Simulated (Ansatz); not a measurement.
**Titanium, diamond under LDA: ground state and equation of state**

The plan for titanium in the diamond structure: relax it, solve it on a dense k-mesh, switch on spin-orbit coupling, then scale the cell to 7 volumes from 88 to 112 % of the relaxed one and try a fit of the equation of state. The k-meshes are 10×10×10 for the relaxation; 17×17×17 for the dense run; 10×10×10 for spin-orbit coupling; 11×11×11 for the volumes.

This is Ti in the diamond structure; at room conditions it is hcp.

Computed with Ansatz 0.2.0 (DFT LDA (PW92), plane waves (420 eV) with PAW, scalar-relativistic; the PAW data stem from PBE, with regenerated cores, unless a step says otherwise).

## Step 1: Starting point

Symmetry: Fd-3m, No. 227, cubic system. Conventional cell: a = 5.756 Å, b = 5.756 Å, c = 5.756 Å, α = 90.00°, β = 90.00°, γ = 90.00°. Around Ti (site symmetry -43m) lie 4 Ti at 2.49 Å.

As a file:

```cif
data_structure
_symmetry_space_group_name_H-M 'P 1'
_symmetry_Int_Tables_number 1
_cell_length_a 4.0701
_cell_length_b 4.0701
_cell_length_c 4.0701
_cell_angle_alpha 60.000
_cell_angle_beta 60.000
_cell_angle_gamma 60.000
_cell_volume 47.68
loop_
_atom_site_label
_atom_site_type_symbol
_atom_site_fract_x
_atom_site_fract_y
_atom_site_fract_z
_atom_site_occupancy
Ti1 Ti 0.12500 0.12500 0.12500 1
Ti2 Ti 0.87500 0.87500 0.87500 1
```

## Step 2: Relaxing cell and atoms

Contents of input.yaml:

```yaml
crystal:
  lattice:
    - [0.0, 2.8780170575, 2.8780170575]
    - [2.8780170575, 0.0, 2.8780170575]
    - [2.8780170575, 2.8780170575, 0.0]
  atoms:
    - { symbol: Ti, position: [0.125, 0.125, 0.125] }
    - { symbol: Ti, position: [0.875, 0.875, 0.875] }
hamiltonian:
  xc: lda
  pseudopotentials:
    kind: paw
    azcp:
      Ti: "pseudopotentials/Ti.paw.azcp"
basis:
  ecutwfc: 420
  fft_grid_basis: typed
kpoints:
  mp_grid: { grid: [10, 10, 10], shift: [0, 0, 0] }
magnetization:
  spin_polarized: false
scf:
  occupations: { method: fermi_dirac, width: 0.1 }
relax:
  max_steps: 60
  f_tol: 0.01
  cell: {}
output:
  write_density: true
  write_potential: true
  elf: true
  volumetric_format: npy
```

Log:

```text
Warning: <dir> the record states the generating functional pbe (its physics header spells it `PBE`), which answers neither for hamiltonian.xc's functional nor for the lda family's — results may be inconsistent (PPs are generated against a specific XC)
Warning: RAYON_NUM_THREADS=2 ignored (pool sized by the plan → 2); use --threads N
Engine: ansatz 0.2.0, aarch64-unknown-linux-gnu
Pseudopotentials: kind: paw
Pseudopotential: Ti, paw, valence charge 12, recommended cutoff 420 eV (normal), <dir>
Functional definition: SPW92
  exchange = slater_x
  correlation = pw_c
Crystal: 2 atoms, lattice volume = 47.677 Å³
Basis set: ecut = 420 eV, 941 PW (Γ)
Bands: 16, of which v1, the nominal top of the filled ones, is band 12 counted from 1 (11 counted from 0)
Symmetry: 48 space group operations
Space group: Fd-3m (ITA 227), of the structure as read, at distance tolerance 3.6e-5 Å
k-points: 47 of 1000
Non-local potential: Ti, projectors of the file, l = 0: 3, l = 1: 2, l = 2: 3, l = 3: 1
PAW form: soft (Blöchl's): semilocal exchange-correlation on the pseudo side does not see the compensation charge
PAW frozen core: Ti, regenerated for the run's functional, and the local potential with it (the file was generated under x = pbe(κ = 0.804, μ = 0.2195149727645171), c = pbe(β = 0.06672455060314922))
PAW one-centre angular grid: Ti, 590 points (default); XC on 64 Gauss nodes
Initial density: superposition of atomic densities (neutral atoms: chi_scale 0, normalization atom), corrected by the library's trained network
Initial wavefunctions: pseudopotential atomic-orbital guess
Functional: x = slater, c = lda
SCF iter   1: F=—  HF=-4895.927230 eV  |F-HF|=—  |Δ(HF+E_count)|=         —  Δρ=7.48e-3  dr2=1.08e-2  ethr=1.77e-3  ⟨swp⟩=4.0  Hψ=3094  notcnv=0
preconditioner: auto → Kerker (q_TF=auto, 2.433 Å⁻¹)  [metal: Δε(μ)=0.013 eV  Ē_g=1.861 eV  σ=0.100 eV  W_gap=0.03  n_scr=14 (ndim 8)  ℏωp=15.2 eV  f_vac=0.000  D(μ)=6.93/eV (n_scr^D=112)]
SCF iter   2: F=—  HF=-4895.926980 eV  |F-HF|=—  |Δ(HF+E_count)|=   2.50e-4  Δρ=3.78e-3  dr2=2.83e-3  ethr=4.48e-5  ⟨swp⟩=2.1  Hψ=1268  notcnv=0
SCF iter   3: F=—  HF=-4895.927217 eV  |F-HF|=—  |Δ(HF+E_count)|=   2.36e-4  Δρ=7.82e-4  dr2=3.07e-4  ethr=1.18e-5  ⟨swp⟩=2.0  Hψ=1012  notcnv=0
SCF iter   4: F=—  HF=-4895.927221 eV  |F-HF|=—  |Δ(HF+E_count)|=   4.04e-6  Δρ=1.20e-4  dr2=1.21e-5  ethr=1.28e-6  ⟨swp⟩=1.6  Hψ=799  notcnv=0
SCF iter   5: F=—  HF=-4895.927227 eV  |F-HF|=—  |Δ(HF+E_count)|=   5.68e-6  Δρ=3.97e-5  dr2=8.25e-7  ethr=5.03e-8  ⟨swp⟩=2.0  Hψ=913  notcnv=0
SCF iter   6: F=-4895.927227 eV  HF=-4895.927227 eV  |F-HF|=3.81e-9  |Δ(HF+E_count)|=   1.94e-7  Δρ=8.39e-6  dr2=3.16e-8  ethr=4.17e-10  ⟨swp⟩=7.4  Hψ=4353  notcnv=0
SCF 1 converged in 6 iterations: F = -4895.927227 eV  dr2 = 3.16e-8
relax step   1: F+E_penalty+E_count = -4895.92722686 eV  Δ(F+E_penalty+E_count) = +0.000e0 eV  max|allowed force component| = 2.776e-17 eV/Å  Δτ_max = 0.0000 Å  P = -5.891 GPa  Ω = 47.677 Å³  (6 SCF iters, dr2 threshold 1.00e-7 eV, accepted)
Crystal: 2 atoms, lattice volume = 43.850 Å³
Basis set: ecut = 420 eV, 869 PW (Γ)
Initial density: handed on by an earlier stage of this run
Initial wavefunctions: those handed on with the density
iter 1 solved again at ethr=3.87e-5 eV; its pass at ethr=3.10e-3 eV (dr2=9.29e-3 eV) is discarded
SCF iter   1: F=—  HF=-4896.048399 eV  |F-HF|=—  |Δ(HF+E_count)|=         —  Δρ=3.42e-3  dr2=9.18e-3  ethr=3.87e-5  ⟨swp⟩=1.0  Hψ=5194  notcnv=0
preconditioner: auto → Kerker (q_TF=auto, 2.468 Å⁻¹)  [metal: Δε(μ)=0.007 eV  Ē_g=2.013 eV  σ=0.100 eV  W_gap=0.02  n_scr=14 (ndim 8)  ℏωp=15.9 eV  f_vac=0.000  D(μ)=6.34/eV (n_scr^D=112)]
SCF iter   2: F=—  HF=-4896.047450 eV  |F-HF|=—  |Δ(HF+E_count)|=   9.49e-4  Δρ=2.12e-3  dr2=3.83e-3  ethr=3.83e-5  ⟨swp⟩=1.0  Hψ=752  notcnv=0
SCF iter   3: F=—  HF=-4896.046488 eV  |F-HF|=—  |Δ(HF+E_count)|=   9.62e-4  Δρ=4.32e-4  dr2=1.49e-4  ethr=1.60e-5  ⟨swp⟩=2.0  Hψ=906  notcnv=0
SCF iter   4: F=—  HF=-4896.046477 eV  |F-HF|=—  |Δ(HF+E_count)|=   1.08e-5  Δρ=1.67e-4  dr2=1.00e-5  ethr=6.20e-7  ⟨swp⟩=2.0  Hψ=937  notcnv=0
SCF iter   5: F=—  HF=-4896.046477 eV  |F-HF|=—  |Δ(HF+E_count)|=   1.74e-7  Δρ=2.83e-5  dr2=3.57e-7  ethr=4.17e-8  ⟨swp⟩=2.9  Hψ=1421  notcnv=0
SCF iter   6: F=-4896.046477 eV  HF=-4896.046477 eV  |F-HF|=6.79e-9  |Δ(HF+E_count)|=   1.68e-7  Δρ=5.30e-6  dr2=7.81e-9  ethr=8.33e-10  ⟨swp⟩=7.0  Hψ=4051  notcnv=0
SCF 2 converged in 6 iterations: F = -4896.046477 eV  dr2 = 7.81e-9
relax step   2: F+E_penalty+E_count = -4896.04647692 eV  Δ(F+E_penalty+E_count) = -1.193e-1 eV  max|allowed force component| = 1.943e-16 eV/Å  Δτ_max = 0.0000 Å  P = -3.907 GPa  Ω = 43.850 Å³  energy of the carried Pulay correction = +5.803e-4 eV  (6 SCF iters, dr2 threshold 2.00e-7 eV, accepted)
Crystal: 2 atoms, lattice volume = 37.882 Å³
Basis set: ecut = 420 eV, 725 PW (Γ)
iter 1 solved again at ethr=2.02e-4 eV; its pass at ethr=3.10e-3 eV (dr2=4.85e-2 eV) is discarded
SCF iter   1: F=—  HF=-4896.127296 eV  |F-HF|=—  |Δ(HF+E_count)|=         —  Δρ=8.52e-3  dr2=4.75e-2  ethr=2.02e-4  ⟨swp⟩=1.0  Hψ=5045  notcnv=0
preconditioner: auto → Kerker (q_TF=auto, 2.528 Å⁻¹)  [metal: Δε(μ)=0.002 eV  Ē_g=2.376 eV  σ=0.100 eV  W_gap=0.00  n_scr=14 (ndim 8)  ℏωp=17.1 eV  f_vac=0.000  D(μ)=5.56/eV (n_scr^D=88)]
SCF iter   2: F=—  HF=-4896.121303 eV  |F-HF|=—  |Δ(HF+E_count)|=   5.99e-3  Δρ=5.09e-3  dr2=1.85e-2  ethr=1.98e-4  ⟨swp⟩=2.0  Hψ=838  notcnv=0
SCF iter   3: F=—  HF=-4896.116320 eV  |F-HF|=—  |Δ(HF+E_count)|=   4.98e-3  Δρ=9.97e-4  dr2=6.51e-4  ethr=7.72e-5  ⟨swp⟩=2.0  Hψ=937  notcnv=0
SCF iter   4: F=—  HF=-4896.116251 eV  |F-HF|=—  |Δ(HF+E_count)|=   6.89e-5  Δρ=3.64e-4  dr2=3.91e-5  ethr=2.71e-6  ⟨swp⟩=2.0  Hψ=948  notcnv=0
SCF iter   5: F=—  HF=-4896.116248 eV  |F-HF|=—  |Δ(HF+E_count)|=   2.29e-6  Δρ=5.86e-5  dr2=1.49e-6  ethr=1.63e-7  ⟨swp⟩=2.3  Hψ=1024  notcnv=0
SCF iter   6: F=-4896.116249 eV  HF=-4896.116249 eV  |F-HF|=1.46e-8  |Δ(HF+E_count)|=   4.77e-7  Δρ=1.14e-5  dr2=2.53e-8  ethr=8.33e-10  ⟨swp⟩=7.1  Hψ=4349  notcnv=0
SCF 3 converged in 6 iterations: F = -4896.116249 eV  dr2 = 2.53e-8
relax step   3: F+E_penalty+E_count = -4896.11624892 eV  Δ(F+E_penalty+E_count) = -6.977e-2 eV  max|allowed force component| = 4.071e-16 eV/Å  Δτ_max = 0.0000 Å  P = +0.628 GPa  Ω = 37.882 Å³  energy of the carried Pulay correction = +1.589e-3 eV  (6 SCF iters, dr2 threshold 2.00e-7 eV, accepted)
Crystal: 2 atoms, lattice volume = 38.610 Å³
Basis set: ecut = 420 eV, 749 PW (Γ)
iter 1 solved again at ethr=5.25e-6 eV; its pass at ethr=3.10e-3 eV (dr2=1.26e-3 eV) is discarded
SCF iter   1: F=—  HF=-4896.117600 eV  |F-HF|=—  |Δ(HF+E_count)|=         —  Δρ=1.32e-3  dr2=1.18e-3  ethr=5.25e-6  ⟨swp⟩=1.8  Hψ=4930  notcnv=0
preconditioner: auto → Kerker (q_TF=auto, 2.520 Å⁻¹)  [metal: Δε(μ)=0.031 eV  Ē_g=2.362 eV  σ=0.100 eV  W_gap=0.08  n_scr=14 (ndim 8)  ℏωp=16.9 eV  f_vac=0.000  D(μ)=5.57/eV (n_scr^D=88)]
SCF iter   2: F=—  HF=-4896.117440 eV  |F-HF|=—  |Δ(HF+E_count)|=   1.60e-4  Δρ=7.67e-4  dr2=4.41e-4  ethr=4.92e-6  ⟨swp⟩=1.0  Hψ=752  notcnv=0
SCF iter   3: F=—  HF=-4896.117318 eV  |F-HF|=—  |Δ(HF+E_count)|=   1.22e-4  Δρ=1.58e-4  dr2=1.74e-5  ethr=1.84e-6  ⟨swp⟩=2.0  Hψ=915  notcnv=0
SCF iter   4: F=—  HF=-4896.117317 eV  |F-HF|=—  |Δ(HF+E_count)|=   1.37e-6  Δρ=5.69e-5  dr2=9.80e-7  ethr=7.26e-8  ⟨swp⟩=2.0  Hψ=944  notcnv=0
iter 5 did not close the SCF: its close was put off for the readings that it lacked (scf_convergence_deferred on its scf_iter line)
SCF iter   5: F=-4896.117317 eV  HF=-4896.117317 eV  |F-HF|=5.86e-9  |Δ(HF+E_count)|=   7.53e-9  Δρ=9.13e-6  dr2=3.49e-8  ethr=4.08e-9  ⟨swp⟩=2.4  Hψ=1100  notcnv=0
SCF iter   6: F=-4896.117317 eV  HF=-4896.117317 eV  |F-HF|=4.40e-10  |Δ(HF+E_count)|=   1.20e-8  Δρ=1.64e-6  dr2=5.90e-10  ethr=1.45e-10  ⟨swp⟩=4.8  Hψ=3892  notcnv=0
SCF 4 converged in 6 iterations: F = -4896.117317 eV  dr2 = 5.90e-10
relax step   4: F+E_penalty+E_count = -4896.11731657 eV  Δ(F+E_penalty+E_count) = -1.068e-3 eV  max|allowed force component| = 3.331e-16 eV/Å  Δτ_max = 0.0000 Å  P = -0.091 GPa  Ω = 38.610 Å³  energy of the carried Pulay correction = +1.459e-3 eV  (6 SCF iters, dr2 threshold 2.00e-7 eV, accepted)
Crystal: 2 atoms, lattice volume = 38.516 Å³
iter 1 solved again at ethr=1.02e-7 eV; its pass at ethr=3.10e-3 eV (dr2=2.44e-5 eV) is discarded
SCF iter   1: F=—  HF=-4896.117367 eV  |F-HF|=—  |Δ(HF+E_count)|=         —  Δρ=1.63e-4  dr2=1.80e-5  ethr=1.02e-7  ⟨swp⟩=2.3  Hψ=4910  notcnv=0
preconditioner: auto → Kerker (q_TF=auto, 2.521 Å⁻¹)  [metal: Δε(μ)=0.034 eV  Ē_g=2.362 eV  σ=0.100 eV  W_gap=0.08  n_scr=14 (ndim 8)  ℏωp=16.9 eV  f_vac=0.000  D(μ)=5.57/eV (n_scr^D=88)]
SCF iter   2: F=—  HF=-4896.117362 eV  |F-HF|=—  |Δ(HF+E_count)|=   4.71e-6  Δρ=9.32e-5  dr2=6.49e-6  ethr=7.49e-8  ⟨swp⟩=1.0  Hψ=752  notcnv=0
SCF iter   3: F=—  HF=-4896.117360 eV  |F-HF|=—  |Δ(HF+E_count)|=   1.84e-6  Δρ=2.23e-5  dr2=3.75e-7  ethr=2.70e-8  ⟨swp⟩=2.0  Hψ=899  notcnv=0
iter 4 did not close the SCF: its close was put off for the readings that it lacked (scf_convergence_deferred on its scf_iter line)
SCF iter   4: F=-4896.117360 eV  HF=-4896.117360 eV  |F-HF|=2.10e-9  |Δ(HF+E_count)|=   8.07e-8  Δρ=8.12e-6  dr2=1.92e-8  ethr=1.56e-9  ⟨swp⟩=2.0  Hψ=929  notcnv=0
iter 5 did not close the SCF: its close was put off for the readings that it lacked (scf_convergence_deferred on its scf_iter line)
SCF iter   5: F=-4896.117360 eV  HF=-4896.117360 eV  |F-HF|=2.47e-10  |Δ(HF+E_count)|=  5.03e-10  Δρ=1.26e-6  dr2=5.01e-10  ethr=7.99e-11  ⟨swp⟩=2.8  Hψ=1306  notcnv=0
SCF iter   6: F=-4896.117360 eV  HF=-4896.117360 eV  |F-HF|=3.64e-12  |Δ(HF+E_count)|=  2.58e-10  Δρ=2.21e-7  dr2=1.42e-11  ethr=2.09e-12  ⟨swp⟩=3.6  Hψ=3250  notcnv=0
SCF 5 converged in 6 iterations: F = -4896.117360 eV  dr2 = 1.42e-11
relax step   5: F+E_penalty+E_count = -4896.11736001 eV  Δ(F+E_penalty+E_count) = -4.344e-5 eV  max|allowed force component| = 2.591e-16 eV/Å  Δτ_max = 0.0000 Å  P = -0.002 GPa  Ω = 38.516 Å³  energy of the carried Pulay correction = +1.475e-3 eV  (6 SCF iters, accepted)
Initial wavefunctions: pseudopotential atomic-orbital guess (no wavefunctions were taken with the density)
iter 1 solved again at ethr=8.08e-8 eV; its pass at ethr=3.10e-3 eV (dr2=1.94e-5 eV) is discarded
SCF iter   1: F=—  HF=-4896.116481 eV  |F-HF|=—  |Δ(HF+E_count)|=         —  Δρ=1.02e-4  dr2=4.32e-7  ethr=8.08e-8  ⟨swp⟩=3.0  Hψ=5114  notcnv=0
preconditioner: auto → Kerker (q_TF=auto, 2.521 Å⁻¹)  [metal: Δε(μ)=0.034 eV  Ē_g=2.363 eV  σ=0.100 eV  W_gap=0.08  n_scr=14 (ndim 8)  ℏωp=16.9 eV  f_vac=0.000  D(μ)=5.57/eV (n_scr^D=88)]
SCF iter   2: F=—  HF=-4896.116482 eV  |F-HF|=—  |Δ(HF+E_count)|=   1.26e-6  Δρ=5.70e-5  dr2=2.22e-7  ethr=1.80e-9  ⟨swp⟩=2.7  Hψ=1383  notcnv=0
SCF iter   3: F=—  HF=-4896.116482 eV  |F-HF|=—  |Δ(HF+E_count)|=   1.44e-7  Δρ=3.24e-6  dr2=1.73e-9  ethr=9.25e-10  ⟨swp⟩=1.0  Hψ=752  notcnv=0
SCF iter   4: F=—  HF=-4896.116482 eV  |F-HF|=—  |Δ(HF+E_count)|=  2.55e-10  Δρ=6.08e-7  dr2=1.17e-10  ethr=7.22e-12  ⟨swp⟩=2.3  Hψ=1117  notcnv=0
iter 5 did not close the SCF: its close was put off for the readings that it lacked (scf_convergence_deferred on its scf_iter line)
SCF iter   5: F=-4896.116482 eV  HF=-4896.116482 eV  |F-HF|=9.09e-13  |Δ(HF+E_count)|=  2.11e-10  Δρ=1.60e-7  dr2=8.30e-12  ethr=1.00e-12  ⟨swp⟩=2.0  Hψ=936  notcnv=0
SCF iter   6: F=-4896.116482 eV  HF=-4896.116482 eV  |F-HF|=9.09e-13  |Δ(HF+E_count)|=  9.09e-13  Δρ=3.24e-8  dr2=6.48e-13  ethr=1.00e-12  ⟨swp⟩=3.0  Hψ=2570  notcnv=0
SCF 6 converged in 6 iterations: F = -4896.116482 eV  dr2 = 6.48e-13
relax step   6: F+E_penalty+E_count = -4896.11648203 eV  Δ(F+E_penalty+E_count) = +8.780e-4 eV  max|allowed force component| = 3.331e-16 eV/Å  Δτ_max = 0.0000 Å  P = -0.009 GPa  Ω = 38.516 Å³  stress off target by 9.06e-3 GPa  SCF on the basis re-selected at this cell (its energy is not comparable with the rows above)  (6 SCF iters)
basis re-selected at this cell: Δ(F+E_penalty+E_count) = +8.780e-4 eV, ΔP = -0.007 GPa vs the last step (what re-selecting the basis moved, of the pressure what is left beyond the Pulay correction that the steps carried, after the strain that the cell walked since its last selection, with what the two solves' SCF thresholds leave and, on support functions, any second-order correction that the steps lacked; it is no measure of the basis error at this ecutwfc). The dense FFT grid was sized anew with the basis: this SCF ran on 27×27×27 points, the steps before it on 30×30×30, so part of this shift can come from that change (see relax.cell in the input reference). This SCF's stress stands 9.06e-3 GPa from its target on what of the cell is left free (relax.cell.stress_tol is 5.00e-2 GPa) and its largest allowed force component is 3.33e-16 eV/Å (relax.f_tol is 1.00e-2 eV/Å): within both
SCF converged after 6 iterations
Free energy (F): -4896.116482 eV
Harris-Foulkes:  -4896.116482 eV  (|F-HF|=9.09e-13)
Internal energy: -4895.938690 eV  (E = F + TS)
E sigma→0 (E₀):  -4896.027586 eV
Entropy (-TS):   -0.177792 eV (-88.896 meV/atom)
Fermi energy:    11.173884 eV
--- Per-component energies (eV) ---
  E_band       = -353.340708
  E_kinetic    = 555.478324
  E_local      = -2064.580307  (includes V_loc(G=0)·N_el)
  E_nonlocal   = 34.621772
  E_hartree    = 858.837479
  E_xc         = -192.814741
  E_vxc        = -242.679368  (∫ρ·V_xc dr)
  E_paw        = -2004.555525  (= ΣΔE_a)
  E_vpaw       = -353.856248  (= ΣTr[D̂ρ^β])
  E_aug_tail   = 0.000190  (compensation charges beyond the density's cutoff)
  E_ewald      = -2083.577781
  E_core_change = 0.651901  (= ΣΔE_core)
  E_smearing   = -0.177792  (= −TS)
  E_closure    = 0.000000  (closes the sum)
  Σ components = -4896.116482   (vs F -4896.116482, Δ=0.00e0)
--- Forces (eV/Å), atoms counted from 1 ---
  atom   1  Ti     0.00000000     0.00000000     0.00000000
  atom   2  Ti    -0.00000000    -0.00000000     0.00000000
  max |Σ_I F_I| component: 1.85e-16 eV/Å
--- Stress (GPa, compression-positive) ---
       -0.009056       0.000000       0.000000
        0.000000      -0.009056       0.000000
        0.000000       0.000000      -0.009056
  P = ⅓ Tr σ = -0.0091 GPa (-0.091 kbar)
--- Band table (eV; the first three rows and the last of 47) ---
  k-point 0: bands = ["-44.9300", "-44.0209", "-21.7402", "-21.7402", "-21.7402", "-20.6128", "-20.6128", "-20.6128", "6.1362", "10.2364", "10.2364", "11.0097", "11.0097", "11.0097", "13.1659", "13.1659"]
  k-point 1: bands = ["-44.9140", "-44.0382", "-21.7561", "-21.7561", "-21.7428", "-20.6119", "-20.5960", "-20.5960", "6.3230", "10.1386", "10.1386", "11.0136", "11.1795", "11.1795", "12.9405", "13.1418"]
  k-point 2: bands = ["-44.8687", "-44.0866", "-21.7958", "-21.7958", "-21.7507", "-20.6080", "-20.5540", "-20.5540", "6.8559", "10.0286", "10.0286", "11.0614", "11.4081", "11.4081", "12.3307", "13.1740"]
  k-point 46: bands = ["-44.4838", "-44.4838", "-22.0486", "-22.0486", "-21.1760", "-21.1760", "-20.3018", "-20.3018", "8.9161", "8.9161", "11.3252", "11.3252", "12.0096", "12.0096", "12.3464", "12.3464"]
--- Relaxed structure (5 steps of the walk, 5 accepted, 1 SCFs on fresh bases) ---
  F+E_penalty+E_count = -4896.11648203 eV   max|allowed force component| = 3.331e-16 eV/Å   (the final SCF, on the basis selected at the relaxed cell)
  cell:  # Å, volume = 38.5164 Å³
    - [-7.133520846053827e-33, 2.680434953101913, 2.680434953101913]
    - [2.680434953101913, -2.420301715625403e-34, 2.680434953101913]
    - [2.680434953101913, 2.680434953101913, -6.496599341941874e-34]
  atoms:
    - { symbol: Ti, position: [0.125, 0.125, 0.125] }
    - { symbol: Ti, position: [0.8750000000000001, 0.8750000000000001, 0.8750000000000001] }
```

Run time: 5.8 s. Hardware: 2 threads of Arm Neoverse V1, shared host; peak memory 0.34 GiB.

The steps of the relaxation:

| step | energy change (meV/atom) | largest force (eV/Å) | pressure (GPa) | volume (Å³/atom) |
| --- | --- | --- | --- | --- |
| 1 | 0.00 | 0.0000 | -5.89 | 23.839 |
| 2 | -59.63 | 0.0000 | -3.91 | 21.925 |
| 3 | -94.51 | 0.0000 | 0.63 | 18.941 |
| 4 | -95.04 | 0.0000 | -0.09 | 19.305 |
| 5 | -95.07 | 0.0000 | 0.00 | 19.258 |
| 6 | -94.63 | 0.0000 | -0.01 | 19.258 |

Steps that repeat a cell are solved on a basis chosen anew, so their changes of energy are no gain of the relaxation.

Changes in the cell that was computed:

|  | before | after | change |
| --- | --- | --- | --- |
| a (Å) | 4.070 | 3.791 | -6.9 % |
| b (Å) | 4.070 | 3.791 | -6.9 % |
| c (Å) | 4.070 | 3.791 | -6.9 % |
| volume (Å³/atom) | 23.839 | 19.258 | -19.2 % |
| shortest distance (Å) | 2.492 | 2.321 | -6.9 % |
| space group (spins left aside) | Fd-3m | Fd-3m | same |

## Step 3: Dense single point

Contents of input.yaml:

```yaml
crystal:
  lattice:
    - [0.0, 2.6804349531, 2.6804349531]
    - [2.6804349531, 0.0, 2.6804349531]
    - [2.6804349531, 2.6804349531, 0.0]
  atoms:
    - { symbol: Ti, position: [0.125, 0.125, 0.125] }
    - { symbol: Ti, position: [0.875, 0.875, 0.875] }
hamiltonian:
  xc: lda
  pseudopotentials:
    kind: paw
    azcp:
      Ti: "pseudopotentials/Ti.paw.azcp"
basis:
  ecutwfc: 420
  fft_grid_basis: typed
kpoints:
  mp_grid: { grid: [17, 17, 17], shift: [0, 0, 0] }
magnetization:
  spin_polarized: false
scf:
  occupations: { method: fermi_dirac, width: 0.1 }
```

Log, cut to the lines that bear on the results:

```text
Warning: <dir> the record states the generating functional pbe (its physics header spells it `PBE`), which answers neither for hamiltonian.xc's functional nor for the lda family's — results may be inconsistent (PPs are generated against a specific XC)
Warning: RAYON_NUM_THREADS=2 ignored (pool sized by the plan → 2); use --threads N
[...]
[... 3 set-up lines as earlier in the session ...]
[...]
Crystal: 2 atoms, lattice volume = 38.516 Å³
Basis set: ecut = 420 eV, 749 PW (Γ)
Bands: 16, of which v1, the nominal top of the filled ones, is band 12 counted from 1 (11 counted from 0)
[... 1 set-up line as earlier in the session ...]
Space group: Fd-3m (ITA 227), of the structure as read, at distance tolerance 3.4e-5 Å
k-points: 165 of 4913
[...]
SCF iter   1: F=—  HF=-4896.123026 eV  |F-HF|=—  |Δ(HF+E_count)|=         —  Δρ=1.31e-2  dr2=2.66e-2  ethr=1.77e-3  ⟨swp⟩=4.2  Hψ=10787  notcnv=0
[...]
SCF iter   6: F=-4896.116644 eV  HF=-4896.116644 eV  |F-HF|=4.68e-8  |Δ(HF+E_count)|=   1.35e-7  Δρ=1.78e-5  dr2=8.02e-8  ethr=4.17e-10  ⟨swp⟩=1.0  Hψ=8535  notcnv=0
[...]
SCF converged after 6 iterations
Free energy (F): -4896.116644 eV
[...]
E sigma→0 (E₀):  -4896.027877 eV
Entropy (-TS):   -0.177534 eV (-88.767 meV/atom)
Fermi energy:    11.172999 eV
[...]
```

Wall time 2.3 s (2 threads of Arm Neoverse V1, shared host); peak memory 0.35 GiB.

(Part 1 of 2 ends here.)
